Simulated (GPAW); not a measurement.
Here is a GPAW 26.7.0 calculation.

run.py

```python
import numpy as np
import spglib
from ase import Atoms
from ase.dft.bandgap import bandgap
from ase.io import read, write
from gpaw import GPAW, PW
from gpaw.response.df import DielectricFunction

atoms = read('Zn.cif')
cell, positions, numbers = spglib.find_primitive(
    (atoms.cell[:], atoms.get_scaled_positions(), atoms.numbers), symprec=1e-4)
atoms = Atoms(numbers, cell=cell, scaled_positions=positions, pbc=True)

calc = GPAW(mode=PW(400),
            xc='GLLBSC',
            kpts={'size': (9, 9, 9), 'gamma': True},
            occupations={'name': 'fermi-dirac', 'width': 0.05},
            nbands=13,
            convergence={'density': 1e-06},
            maxiter=150,
            txt='gpaw.txt')
atoms.calc = calc
energy = atoms.get_potential_energy()
calc.write('gs.gpw')
write('result.traj', atoms)
print('Fermi level:', round(calc.get_fermi_level(), 4), 'eV')
print(f'Gap: {bandgap(calc)[0]:.4f} eV, direct: {bandgap(calc, direct=True)[0]:.4f} eV')

dense = calc.fixed_density(kpts={'size': (18, 18, 18), 'gamma': True},
                           nbands=22, convergence={'bands': 16, 'eigenstates': 1e-7},
                           update_fermi_level=True, txt='dense.txt')
dense.write('dense.gpw', mode='all')

df = DielectricFunction('dense.gpw', frequencies=np.array([0.0]), hilbert=False, eta=0.001,
                        ecut=60, nbands=16, txt='df.txt')
for q_c in [[0.0555555556, 0.0555555556, 0.0555555556], [0.1111111111, 0.1111111111, 0.1111111111], [0.1666666667, 0.1666666667, 0.1666666667], [0.2777777778, 0.2777777778, 0.2777777778], [0.5, 0.5, 0.5], [0.7222222222, 0.7222222222, 0.7222222222], [0.9444444444, 0.9444444444, 0.9444444444], [0.0555555556, 0.0, 0.0], [0.1111111111, 0.0, 0.0], [0.1666666667, 0.0, 0.0], [0.2777777778, 0.0, 0.0], [0.5, 0.0, 0.0], [0.7222222222, 0.0, 0.0], [0.9444444444, 0.0, 0.0]]:
    e0, e = df.get_dielectric_function(xc='RPA', q_c=q_c, filename=None)
    q = np.linalg.norm(2 * np.pi * np.array(q_c) @ atoms.cell.reciprocal())
    print(q_c, f'|q| = {q:.4f} 1/A: eps {e0[0].real:.4f} without, {e[0].real:.4f} with local fields')
```

Zn.cif

```cif
data_Zn
_cell_length_a 3.92955200
_cell_length_b 3.92955200
_cell_length_c 3.92955200
_cell_angle_alpha 90.00000000
_cell_angle_beta 90.00000000
_cell_angle_gamma 90.00000000
_space_group_name_H-M_alt 'Fm-3m'
_space_group_name_Hall '-F 4 2 3'
_space_group_IT_number 225
loop_
_space_group_symop_operation_xyz
'x,y,z'
'-x,-y,-z'
'-y,x,z'
'y,-x,-z'
'-x,-y,z'
'x,y,-z'
'y,-x,z'
'-y,x,-z'
'x,-y,-z'
'-x,y,z'
'-y,-x,-z'
'y,x,z'
'-x,y,-z'
'x,-y,z'
'y,x,-z'
'-y,-x,z'
'z,x,y'
'-z,-x,-y'
'z,-y,x'
'-z,y,-x'
'z,-x,-y'
'-z,x,y'
'z,y,-x'
'-z,-y,x'
'-z,x,-y'
'z,-x,y'
'-z,-y,-x'
'z,y,x'
'-z,-x,y'
'z,x,-y'
'-z,y,x'
'z,-y,-x'
'y,z,x'
'-y,-z,-x'
'x,z,-y'
'-x,-z,y'
'-y,z,-x'
'y,-z,x'
'-x,z,y'
'x,-z,-y'
'-y,-z,x'
'y,z,-x'
'-x,-z,-y'
'x,z,y'
'y,-z,-x'
'-y,z,x'
'x,-z,y'
'-x,z,-y'
'x,y+1/2,z+1/2'
'-x,-y+1/2,-z+1/2'
'-y,x+1/2,z+1/2'
'y,-x+1/2,-z+1/2'
'-x,-y+1/2,z+1/2'
'x,y+1/2,-z+1/2'
'y,-x+1/2,z+1/2'
'-y,x+1/2,-z+1/2'
'x,-y+1/2,-z+1/2'
'-x,y+1/2,z+1/2'
'-y,-x+1/2,-z+1/2'
'y,x+1/2,z+1/2'
[... 40 lines left out ...]
'-x+1/2,-y,z+1/2'
'x+1/2,y,-z+1/2'
'y+1/2,-x,z+1/2'
'-y+1/2,x,-z+1/2'
'x+1/2,-y,-z+1/2'
'-x+1/2,y,z+1/2'
'-y+1/2,-x,-z+1/2'
'y+1/2,x,z+1/2'
'-x+1/2,y,-z+1/2'
'x+1/2,-y,z+1/2'
'y+1/2,x,-z+1/2'
'-y+1/2,-x,z+1/2'
'z+1/2,x,y+1/2'
'-z+1/2,-x,-y+1/2'
'z+1/2,-y,x+1/2'
'-z+1/2,y,-x+1/2'
'z+1/2,-x,-y+1/2'
'-z+1/2,x,y+1/2'
'z+1/2,y,-x+1/2'
'-z+1/2,-y,x+1/2'
'-z+1/2,x,-y+1/2'
'z+1/2,-x,y+1/2'
'-z+1/2,-y,-x+1/2'
'z+1/2,y,x+1/2'
'-z+1/2,-x,y+1/2'
'z+1/2,x,-y+1/2'
'-z+1/2,y,x+1/2'
'z+1/2,-y,-x+1/2'
'y+1/2,z,x+1/2'
'-y+1/2,-z,-x+1/2'
'x+1/2,z,-y+1/2'
'-x+1/2,-z,y+1/2'
'-y+1/2,z,-x+1/2'
'y+1/2,-z,x+1/2'
'-x+1/2,z,y+1/2'
'x+1/2,-z,-y+1/2'
'-y+1/2,-z,x+1/2'
'y+1/2,z,-x+1/2'
'-x+1/2,-z,-y+1/2'
'x+1/2,z,y+1/2'
'y+1/2,-z,-x+1/2'
'-y+1/2,z,x+1/2'
'x+1/2,-z,y+1/2'
'-x+1/2,z,-y+1/2'
'x+1/2,y+1/2,z'
'-x+1/2,-y+1/2,-z'
'-y+1/2,x+1/2,z'
'y+1/2,-x+1/2,-z'
'-x+1/2,-y+1/2,z'
'x+1/2,y+1/2,-z'
'y+1/2,-x+1/2,z'
'-y+1/2,x+1/2,-z'
'x+1/2,-y+1/2,-z'
'-x+1/2,y+1/2,z'
'-y+1/2,-x+1/2,-z'
'y+1/2,x+1/2,z'
'-x+1/2,y+1/2,-z'
'x+1/2,-y+1/2,z'
'y+1/2,x+1/2,-z'
'-y+1/2,-x+1/2,z'
'z+1/2,x+1/2,y'
'-z+1/2,-x+1/2,-y'
'z+1/2,-y+1/2,x'
'-z+1/2,y+1/2,-x'
'z+1/2,-x+1/2,-y'
'-z+1/2,x+1/2,y'
'z+1/2,y+1/2,-x'
'-z+1/2,-y+1/2,x'
'-z+1/2,x+1/2,-y'
'z+1/2,-x+1/2,y'
'-z+1/2,-y+1/2,-x'
'z+1/2,y+1/2,x'
'-z+1/2,-x+1/2,y'
'z+1/2,x+1/2,-y'
'-z+1/2,y+1/2,x'
'z+1/2,-y+1/2,-x'
'y+1/2,z+1/2,x'
'-y+1/2,-z+1/2,-x'
'x+1/2,z+1/2,-y'
'-x+1/2,-z+1/2,y'
'-y+1/2,z+1/2,-x'
'y+1/2,-z+1/2,x'
'-x+1/2,z+1/2,y'
'x+1/2,-z+1/2,-y'
'-y+1/2,-z+1/2,x'
'y+1/2,z+1/2,-x'
'-x+1/2,-z+1/2,-y'
'x+1/2,z+1/2,y'
'y+1/2,-z+1/2,-x'
'-y+1/2,z+1/2,x'
'x+1/2,-z+1/2,y'
'-x+1/2,z+1/2,-y'
loop_
_atom_site_label
_atom_site_type_symbol
_atom_site_symmetry_multiplicity
_atom_site_Wyckoff_symbol
_atom_site_fract_x
_atom_site_fract_y
_atom_site_fract_z
_atom_site_occupancy
Zn1 Zn 4 a 0.0000000000 0.0000000000 0.0000000000 1
```

Potentials or basis: the program's PAW data sets (release 1.2.1) made for this functional, pw.

Run with:

```bash
$ OMP_NUM_THREADS=1 python run.py
```

(1) What does it give for the band gap on the k mesh, Kohn-Sham part alone?

## Answers

(1) none (metal or under the smearing width).

Caveat: a model potential gives levels but no total energy; response on these states lacks terms of the Hamiltonian.
